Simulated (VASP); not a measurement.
Calculation: PBE GGA, VASP's PBE PAW potentials (set 64) (plane waves; VASP 6.6.1).

VASP ran on this input.

File KPOINTS:
```
Automatic mesh
0
Gamma
5 5 1
0 0 0
```

INCAR:
```
SIGMA = 0.05
LCHARG = .False.
IBRION = 2   # conjugate gradients
ISMEAR = 0
NSW = 50   # most ionic steps
ENCUT = 450   # plane-wave cut-off (eV)
SYSTEM = LiI(100) slab
PREC = Normal
LWAVE = .True.
NELMIN = 4
LMAXMIX = 4   # l cut-off of mixed one-centre charges
LREAL = .False.   # projection in real space or not
EDIFF = 1E-5
DIPOL = 0.5 0.5 0.5
NELM = 100   # most electronic steps
GGA = PE
EDIFFG = -0.03   # ionic stop
ALGO = Normal
ISIF = 2
LDIPOL = .True.
IDIPOL = 3
LASPH = .True.   # aspherical one-centre terms
```

### POSCAR
```
LiI(100) slab
1.0
  4.2567830000   0.0000000000   0.0000000000
  0.0000000000   4.2567830000   0.0000000000
  0.0000000000   0.0000000000  27.0400000000
Li I
4 4
Cartesian
  0.0000000000   2.1283915000   9.0049960000
  2.1283915000   0.0000000000  12.0150076800
  0.0000000000   2.1283915000  15.0249923200
  2.1283915000   0.0000000000  18.0350040000
  0.0000000000   2.1283915000  12.0150076800
  2.1283915000   0.0000000000   9.0049960000
  0.0000000000   2.1283915000  18.0350040000
  2.1283915000   0.0000000000  15.0249923200
```

POTCAR, in this order: Li_sv I (PBE.64 set). Program: vasp_std.

Output

**OSZICAR**
```
...
DAV:   8    -0.231542022895E+02   -0.43713E-04   -0.15876E-05   300   0.224E-02    0.857E-02
DAV:   9    -0.231542810040E+02   -0.78714E-04   -0.57893E-05   341   0.308E-02    0.164E-01
DAV:  10    -0.231543042265E+02   -0.23222E-04   -0.15156E-05   333   0.168E-02    0.201E-01
DAV:  11    -0.231543154028E+02   -0.11176E-04   -0.30825E-06   273   0.847E-03    0.215E-01
DAV:  12    -0.231542978123E+02    0.17590E-04   -0.50910E-06   239   0.966E-03    0.189E-01
DAV:  13    -0.231542458948E+02    0.51918E-04   -0.22296E-04   397   0.506E-02    0.213E-02
DAV:  14    -0.231542556447E+02   -0.97500E-05   -0.22000E-05   300   0.216E-02
   3 F= -.23154256E+02 E0= -.23154256E+02  d E =-.355196E-01
       N       E                     dE             d eps       ncg     rms          rms(c)
DAV:   1    -0.231170977120E+02    0.37148E-01   -0.42797E+01   301   0.376E+01    0.965E-01
DAV:   2    -0.231799994585E+02   -0.62902E-01   -0.70299E-01   361   0.469E+00    0.488E-01
DAV:   3    -0.231799004509E+02    0.99008E-04   -0.30507E-02   511   0.946E-01    0.413E-01
DAV:   4    -0.231799012275E+02   -0.77661E-06   -0.38415E-03   437   0.400E-01    0.169E-01
DAV:   5    -0.231802010459E+02   -0.29982E-03   -0.26744E-03   412   0.288E-01    0.511E-02
DAV:   6    -0.231803538623E+02   -0.15282E-03   -0.93253E-04   398   0.133E-01    0.110E-01
DAV:   7    -0.231803998796E+02   -0.46017E-04   -0.80883E-05   462   0.405E-02    0.115E-01
DAV:   8    -0.231804895206E+02   -0.89641E-04   -0.37136E-05   350   0.339E-02    0.156E-01
DAV:   9    -0.231806122401E+02   -0.12272E-03   -0.12111E-04   414   0.416E-02    0.273E-01
DAV:  10    -0.231806408879E+02   -0.28648E-04   -0.14626E-05   290   0.175E-02    0.308E-01
DAV:  11    -0.231806650978E+02   -0.24210E-04   -0.54160E-06   268   0.101E-02    0.331E-01
DAV:  12    -0.231805769335E+02    0.88164E-04   -0.16719E-04   338   0.436E-02    0.177E-01
DAV:  13    -0.231805628609E+02    0.14073E-04   -0.13689E-04   382   0.391E-02    0.393E-02
DAV:  14    -0.231806227280E+02   -0.59867E-04   -0.11440E-05   284   0.192E-02    0.509E-02
DAV:  15    -0.231806716996E+02   -0.48972E-04   -0.21385E-05   316   0.160E-02    0.594E-03
DAV:  16    -0.231806919712E+02   -0.20272E-04   -0.11653E-05   309   0.135E-02    0.311E-02
DAV:  17    -0.231807124427E+02   -0.20472E-04   -0.87709E-06   286   0.122E-02    0.511E-03
DAV:  18    -0.231807233293E+02   -0.10887E-04   -0.19927E-06   285   0.592E-03    0.544E-03
DAV:  19    -0.231807257419E+02   -0.24125E-05   -0.38806E-07   282   0.290E-03
   4 F= -.23180726E+02 E0= -.23180726E+02  d E =-.619897E-01
       N       E                     dE             d eps       ncg     rms          rms(c)
DAV:   1    -0.231779122272E+02    0.28111E-02   -0.35173E+00   301   0.108E+01    0.261E-01
DAV:   2    -0.231818621784E+02   -0.39500E-02   -0.48308E-02   361   0.122E+00    0.124E-01
DAV:   3    -0.231818868250E+02   -0.24647E-04   -0.22488E-03   503   0.245E-01    0.106E-01
DAV:   4    -0.231820513228E+02   -0.16450E-03   -0.25357E-04   429   0.951E-02    0.442E-02
DAV:   5    -0.231821254206E+02   -0.74098E-04   -0.17098E-04   413   0.842E-02    0.109E-02
DAV:   6    -0.231821381907E+02   -0.12770E-04   -0.76250E-05   373   0.377E-02    0.270E-02
DAV:   7    -0.231821410046E+02   -0.28139E-05   -0.34596E-06   306   0.108E-02
   5 F= -.23182141E+02 E0= -.23182141E+02  d E =-.634050E-01
       N       E                     dE             d eps       ncg     rms          rms(c)
DAV:   1    -0.231840776916E+02   -0.19395E-02   -0.38022E+00   301   0.123E+01    0.253E-01
DAV:   2    -0.231877655838E+02   -0.36879E-02   -0.44383E-02   352   0.125E+00    0.104E-01
DAV:   3    -0.231880778472E+02   -0.31226E-03   -0.23966E-03   494   0.259E-01    0.584E-02
DAV:   4    -0.231883825007E+02   -0.30465E-03   -0.14237E-04   421   0.804E-02    0.177E-02
DAV:   5    -0.231884148719E+02   -0.32371E-04   -0.34751E-05   367   0.336E-02    0.151E-02
DAV:   6    -0.231884153795E+02   -0.50757E-06   -0.25666E-06   282   0.115E-02
   6 F= -.23188415E+02 E0= -.23188415E+02  d E =-.627437E-02
       N       E                     dE             d eps       ncg     rms          rms(c)
DAV:   1    -0.231512284437E+02    0.37186E-01   -0.33701E+01   301   0.367E+01    0.778E-01
DAV:   2    -0.231965098961E+02   -0.45281E-01   -0.50446E-01   360   0.414E+00    0.311E-01
DAV:   3    -0.231992250276E+02   -0.27151E-02   -0.28811E-02   518   0.875E-01    0.191E-01
DAV:   4    -0.232002927960E+02   -0.10678E-02   -0.10900E-03   412   0.221E-01    0.725E-02
DAV:   5    -0.232007440468E+02   -0.45125E-03   -0.35520E-04   463   0.114E-01    0.396E-02
DAV:   6    -0.232007517223E+02   -0.76756E-05   -0.54356E-05   403   0.403E-02
   7 F= -.23200752E+02 E0= -.23200752E+02  d E =-.186107E-01
       N       E                     dE             d eps       ncg     rms          rms(c)
DAV:   1    -0.228967362899E+02    0.30401E+00   -0.12840E+02   301   0.724E+01    0.182E+00
DAV:   2    -0.231776287544E+02   -0.28089E+00   -0.30399E+00   368   0.965E+00    0.672E-01
DAV:   3    -0.231932971206E+02   -0.15668E-01   -0.16788E-01   519   0.212E+00    0.466E-01
DAV:   4    -0.231946494089E+02   -0.13523E-02   -0.65146E-03   437   0.529E-01    0.220E-01
DAV:   5    -0.231960860225E+02   -0.14366E-02   -0.17199E-03   494   0.285E-01    0.410E-02
DAV:   6    -0.231962001905E+02   -0.11417E-03   -0.62681E-04   463   0.120E-01    0.839E-02
DAV:   7    -0.231961990359E+02    0.11546E-05   -0.15611E-05   357   0.216E-02
   8 F= -.23196199E+02 E0= -.23196199E+02  d E =-.140580E-01
       N       E                     dE             d eps       ncg     rms          rms(c)
DAV:   1    -0.231048443164E+02    0.91356E-01   -0.49318E+01   301   0.450E+01    0.109E+00
DAV:   2    -0.231982754293E+02   -0.93431E-01   -0.10268E+00   393   0.526E+00    0.354E-01
DAV:   3    -0.232028828485E+02   -0.46074E-02   -0.40879E-02   502   0.105E+00    0.267E-01
DAV:   4    -0.232037388226E+02   -0.85597E-03   -0.19493E-03   445   0.276E-01    0.118E-01
DAV:   5    -0.232042674608E+02   -0.52864E-03   -0.37036E-04   501   0.138E-01    0.252E-02
DAV:   6    -0.232043075896E+02   -0.40129E-04   -0.11556E-04   478   0.538E-02    0.310E-02
DAV:   7    -0.232043080841E+02   -0.49447E-06   -0.56554E-06   299   0.158E-02
   9 F= -.23204308E+02 E0= -.23204308E+02  d E =-.221671E-01
       N       E                     dE             d eps       ncg     rms          rms(c)
DAV:   1    -0.231938530748E+02    0.10455E-01   -0.12310E+01   300   0.223E+01    0.442E-01
DAV:   2    -0.232090815595E+02   -0.15228E-01   -0.16832E-01   353   0.243E+00    0.186E-01
DAV:   3    -0.232101274891E+02   -0.10459E-02   -0.13798E-02   541   0.592E-01    0.106E-01
DAV:   4    -0.232103486858E+02   -0.22120E-03   -0.54680E-04   405   0.115E-01    0.552E-02
DAV:   5    -0.232105168884E+02   -0.16820E-03   -0.12445E-04   470   0.664E-02    0.113E-02
DAV:   6    -0.232105299147E+02   -0.13026E-04   -0.19813E-05   349   0.233E-02    0.143E-02
DAV:   7    -0.232105303796E+02   -0.46494E-06   -0.35645E-06   273   0.130E-02
  10 F= -.23210530E+02 E0= -.23210530E+02  d E =-.622230E-02
       N       E                     dE             d eps       ncg     rms          rms(c)
DAV:   1    -0.231926843544E+02    0.17846E-01   -0.14162E+01   300   0.240E+01    0.467E-01
DAV:   2    -0.232107025429E+02   -0.18018E-01   -0.19785E-01   353   0.265E+00    0.200E-01
DAV:   3    -0.232118388400E+02   -0.11363E-02   -0.15986E-02   541   0.639E-01    0.115E-01
DAV:   4    -0.232121561411E+02   -0.31730E-03   -0.64997E-04   405   0.126E-01    0.606E-02
DAV:   5    -0.232123660429E+02   -0.20990E-03   -0.15799E-04   494   0.710E-02    0.117E-02
DAV:   6    -0.232123787974E+02   -0.12755E-04   -0.25624E-05   357   0.243E-02    0.165E-02
DAV:   7    -0.232123797826E+02   -0.98521E-06   -0.42604E-06   274   0.136E-02
  11 F= -.23212380E+02 E0= -.23212380E+02  d E =-.807170E-02
```

### OUTCAR
```
------------------------ aborting loop because EDIFF is reached ----------------------------------------
  FORCE on cell =-STRESS in cart. coord.  units (eV):
  Direction    XX          YY          ZZ          XY          YZ          ZX
  --------------------------------------------------------------------------------------
  Total       -1.3299049     -1.3299049      0.0107391      0.0000000      0.0000000      0.0000000
  in kB       -4.3487201     -4.3487201      0.0351163      0.0000000      0.0000000      0.0000000
  external PRESSURE =      -2.8874413 kB  Pullay stress =       0.0000000 kB
  volume of cell :      489.97
      direct lattice vectors                 reciprocal lattice vectors
     4.256783000  0.000000000  0.000000000     0.234919187  0.000000000  0.000000000
     0.000000000  4.256783000  0.000000000     0.000000000  0.234919187  0.000000000
     0.000000000  0.000000000 27.040000000     0.000000000  0.000000000  0.036982249
 POSITION                                       TOTAL-FORCE (eV/Angst)
 -----------------------------------------------------------------------------------
      0.00000      2.12839      9.25772         0.000000      0.000000     -0.015952
      2.12839      0.00000     11.80233        -0.000000      0.000000      0.002326
      0.00000      2.12839     15.23767         0.000000      0.000000     -0.002326
      2.12839      0.00000     17.78228        -0.000000      0.000000      0.015952
      0.00000      2.12839     12.04923         0.000000      0.000000     -0.006545
      2.12839      0.00000      8.90524        -0.000000     -0.000000     -0.011443
      0.00000      2.12839     18.13476         0.000000      0.000000      0.011443
      2.12839      0.00000     14.99077        -0.000000      0.000000      0.006545
 -----------------------------------------------------------------------------------
    total drift:                                0.000000      0.000000      0.000000
  FREE ENERGIE OF THE ION-ELECTRON SYSTEM (eV)
  ---------------------------------------------------
  free  energy   TOTEN  =       -23.2123797826 eV

  energy  without entropy=      -23.2123797826  energy(sigma->0) =      -23.21237978

 reached required accuracy - stopping structural energy minimisation
```
(Selected blocks of OUTCAR.)

**CONTCAR**
```
LiI(100) slab
   1.00000000000000
     4.2567830000000004    0.0000000000000000    0.0000000000000000
     0.0000000000000000    4.2567830000000004    0.0000000000000000
     0.0000000000000000    0.0000000000000000   27.0399999999999991
  Li              I
     4     4
Direct
     0.0000000000000000    0.5000000000000000    0.3423714686690880
     0.5000000000000000    0.0000000000000000    0.4364767144429231
     0.0000000000000000    0.5000000000000000    0.5635232855570769
     0.5000000000000000    0.0000000000000000    0.6576285313309119
     0.0000000000000000    0.5000000000000000    0.4456075529314888
     0.5000000000000000    0.0000000000000000    0.3293357698284708
     0.0000000000000000    0.5000000000000000    0.6706642301715293
     0.5000000000000000    0.0000000000000000    0.5543924470685110
```

At this cut-off the stress carries a Pulay error, which pulls relaxed volumes low.

The cell is a thin slab with vacuum, built from LiI (rock salt): (100) face.
